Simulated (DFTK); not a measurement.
Crystal: Si2W.

```xyz
3
Lattice="-1.6069 1.6069 3.9150 1.6069 -1.6069 3.9150 1.6069 1.6069 -3.9150" Properties=species:S:1:pos:R:3 pbc="T T T"
W     0.0000    0.0000    0.0000
Si    0.0000    0.0000    5.2092
Si    0.0000    0.0000    2.6207
```

| Item | Value |
| --- | --- |
| Program | DFTK 0.8.2 |
| Task | relaxation of cell and atoms |
| Functional | PBE |
| Potentials or basis | dojo.nc.sr.pbe.v0_4_1.standard.upf (PBE) |
| Cutoff | 1170 eV |
| k mesh | 5 × 5 × 5 |
| Occupations | fermi-dirac, width 0.05 eV |
| Spin | no spin polarisation |

At the start: pressure 3.4 GPa; volume 13.48 Å³/atom.

Task: Where does the relaxation end?

Result: Over 3 steps the energy falls by 2.2 meV/atom and the volume is 13.67 Å³/atom (+1.4 %); space group I4/mmm (No. 139, to 0.05 Å).

Step by step:
```tsv
step	energy change (eV)	largest force (eV/Å)	pressure (GPa)	volume (Å³)
1	0.0000	0.1030	3.38	40.44
2	-0.0062	0.0039	0.62	40.91
3	-0.0065	0.0080	0.04	41.01
```

Final structure:
```
CELL_PARAMETERS angstrom
-1.61412 1.61412 3.93559
1.61412 -1.61412 3.93559
1.61412 1.61412 -3.93559
ATOMIC_POSITIONS crystal
W 0.00000 0.00000 0.00000
Si 0.66573 0.66573 0.00000
Si 0.33427 0.33427 0.00000
```

Caveat: the k mesh is coarse (spacing up to 0.55 Å⁻¹), so the values aren't converged.
